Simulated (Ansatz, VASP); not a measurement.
## Two plane-wave programs on SiO2 (vib)

File INCAR:

```
SYSTEM = SiO2
ALGO = Normal
EDIFF = 1E-7
EDIFFG = -0.002
ENCUT = 600
IBRION = 2
ISIF = 3
ISMEAR = 0
LASPH = .True.
LCHARG = .False.
LREAL = .False.
LWAVE = .False.
NELM = 100
NSW = 100
PREC = Accurate
SIGMA = 0.02
```

File KPOINTS:

```
k-points
0
Gamma
  4 4 8
  0 0 0
```

Contents of POSCAR:

```
SiO2
1.0
    4.1865000000      0.0000000000      0.0000000000
    0.0000000000      4.1865000000      0.0000000000
    0.0000000000      0.0000000000      2.6684000000
Si O
2 4
Direct
    0.0000000000      0.0000000000      0.0000000000
    0.5000000000      0.5000000000      0.5000000000
    0.3059000000      0.3059000000      0.0000000000
    0.1941000000      0.8059000000      0.5000000000
    0.6941000000      0.6941000000      0.0000000000
    0.8059000000      0.1941000000      0.5000000000
```

Input for Ansatz:

```yaml
crystal:
  lattice:
    - [4.1865, 0.0, 0.0]
    - [0.0, 4.1865, 0.0]
    - [0.0, 0.0, 2.6684]
  atoms:
    - { symbol: Si, position: [0.0, 0.0, 0.0] }
    - { symbol: Si, position: [0.5, 0.5, 0.5] }
    - { symbol: O, position: [0.3059, 0.3059, 0.0] }
    - { symbol: O, position: [0.1941, 0.8059, 0.5] }
    - { symbol: O, position: [0.6941, 0.6941, 0.0] }
    - { symbol: O, position: [0.8059, 0.1941, 0.5] }
basis:
  ecutwfc: 420
kpoints:
  mp_grid: { grid: [4, 4, 8] }
hamiltonian:
  xc: lda
  pseudopotentials: { kind: paw, azcp: { folder: soft_1 } }
scf:
  occupations: { method: gaussian, width: 0.02 }
output:
  forces: true
  stress: true
  eigenvalues: true
  write_density: true
  write_potential: true
  elf: true
  volumetric_format: npy
relax:
  adjacent_minimum: "off"
  f_tol: 0.002
  max_steps: 80
  cell: { stress_tol: 0.02 }
```

Alike in both runs: task relaxation of cell and atoms; functional LDA; k mesh 4 × 4 × 8; occupations gaussian, width 0.02 eV; no spin polarisation.

```csv
,VASP,Ansatz
version,VASP 6.6.1,Ansatz 0.2.0
potentials or method,"VASP PAW LDA potentials, release 64 (Si, O)","scalar-relativistic, plane waves, PAW"
plane-wave cutoff (eV),600,420
valence electrons in the cell,32,32
```

|  | VASP | Ansatz | Ansatz less VASP |
| --- | --- | --- | --- |
| gap on the k mesh at the Fermi level, each at its own relaxed structure (eV) | 5.78 | 5.82 | +0.034 |
| relaxed volume (Å³/atom) | 7.67 | 7.66 | -0.010 |
| relaxed cell length with the largest relative difference (Å) | 2.666 | 2.661 | -0.0046 |
| energy change over the relaxation (meV/atom) | -2 | -2 | -0.3 |

Ansatz warned: «pseudo_functional_mismatch».

LDA usually gives volumes a few per cent too small. Zero-point motion and thermal expansion aren't in these numbers.
